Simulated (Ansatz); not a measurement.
Pt in Ansatz: the effect of functional

Crystal: Pt.

```
CELL_PARAMETERS angstrom
0.00000 1.97389 1.97389
1.97389 0.00000 1.97389
1.97389 1.97389 0.00000
ATOMIC_POSITIONS crystal
Pt 0.00000 0.00000 0.00000
```

The cell isn't the ideal one: volume scaled by 1.02.

Alike in all runs:

| Quantity | Value |
| --- | --- |
| Program | Ansatz 0.2.0 |
| Task | single point |
| Potentials or basis | Ansatz PAW |
| k mesh | 12 × 12 × 12 |
| Occupations | fermi-dirac, width 0.05 eV |
| Spin | no spin polarisation |

Question: One run gave: pressure -1.4 GPa. Which functional did it use?
A. PBE
B. r2SCAN
C. LDA

Answer: B.

```tsv
functional	cutoff	pressure (GPa)
LDA	420 eV (not typed: the program's choice for these potentials)	-11.2
r2SCAN	500 eV (not typed: the program's choice for these potentials)	-1.4
PBE	420 eV (not typed: the program's choice for these potentials)	4.6
```

Caveats: the PAW data sets come from PBE, with cores solved anew for the run's functional, which leaves a small shift of forces and pressure (some runs).
